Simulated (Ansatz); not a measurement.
# AlN: the cost of one run

Method: DFT PBE, scalar-relativistic, plane waves, PAW, in Ansatz 0.2.0.

1 further run of the same task is left out (it didn't finish).

## Step 1: The structure to begin with

Symmetry: P6_3mc, No. 186, hexagonal system. The conventional cell has a = 3.130 Å, b = 3.130 Å, c = 5.018 Å, α = 90.00°, β = 90.00°, γ = 120.00°. Al (site symmetry 3m) has 4 N at 1.90 to 1.91 Å as nearest neighbours. N (site symmetry 3m) is surrounded by 4 Al at 1.90 to 1.91 Å.

As a file:

```xyz
4
Lattice="3.1302 0.0000 0.0000 -1.5651 2.7108 0.0000 0.0000 0.0000 5.0182" Properties=species:S:1:pos:R:3 pbc="T T T"
Al    0.0000    0.0000   -0.0164
N     0.0000    0.0000    1.8982
Al    0.0000    1.8072    2.4927
N     0.0000    1.8072    4.4073
```

This is a trial structure built by rule; it need not be a known or stable form of this composition.

This cell was relaxed beforehand with the same method: volume 10.65 Å³/atom, gap on the mesh 4.03 eV.

## Step 2: Next: the stacking ABACB (hhkkk)

Close-packed layers are stacked in the order given (tetrahedral net, a letter for each double layer) and fully relaxed; h and k in a name mark layers with hexagonal and cubic surroundings. Energies count from the base stacking, -462.1270 eV an atom.

The cell holds 5 Al, 5 N: a = 3.130 Å, b = 3.130 Å, c = 12.545 Å, α = 90.00°, β = 90.00°, γ = 120.00°.

## Step 3: Relaxation

input.yaml

```yaml
crystal:
  lattice:
    - [3.1301886382, 0.0, 0.0]
    - [-1.5650943191, 2.7108228793, 0.0]
    - [0.0, 0.0, 12.5454034271]
  atoms:
    - { symbol: Al, position: [0.0, 0.0, 0.0] }
    - { symbol: "N", position: [0.0, 0.0, 0.15] }
    - { symbol: Al, position: [0.3333333333, 0.6666666667, 0.2] }
    - { symbol: "N", position: [0.3333333333, 0.6666666667, 0.35] }
    - { symbol: Al, position: [0.0, 0.0, 0.4] }
    - { symbol: "N", position: [0.0, 0.0, 0.55] }
    - { symbol: Al, position: [0.6666666667, 0.3333333333, 0.6] }
    - { symbol: "N", position: [0.6666666667, 0.3333333333, 0.75] }
    - { symbol: Al, position: [0.3333333333, 0.6666666667, 0.8] }
    - { symbol: "N", position: [0.3333333333, 0.6666666667, 0.95] }
basis:
  ecutwfc: 420
kpoints:
  mp_grid: { grid: [9, 9, 3] }
hamiltonian:
  xc: pbe
scf:
  occupations: { method: gaussian, width: 0.02 }
output:
  forces: true
  stress: true
  eigenvalues: true
  populations: true
relax:
  adjacent_minimum: "off"
  f_tol: 0.01
  max_steps: 45
  cell: { stress_tol: 0.05 }
```

On the command line:

```console
> ansatz run input.yaml --threads 1 --pin off --max-ram 2560MiB --backend cpu --events-out ev --progress --plain --runs-dir out
```

What time and memory should one allow on 1 thread of AMD EPYC 7R13 (Zen 3), shared host?

About 74 s, with a peak of 0.42 GiB.
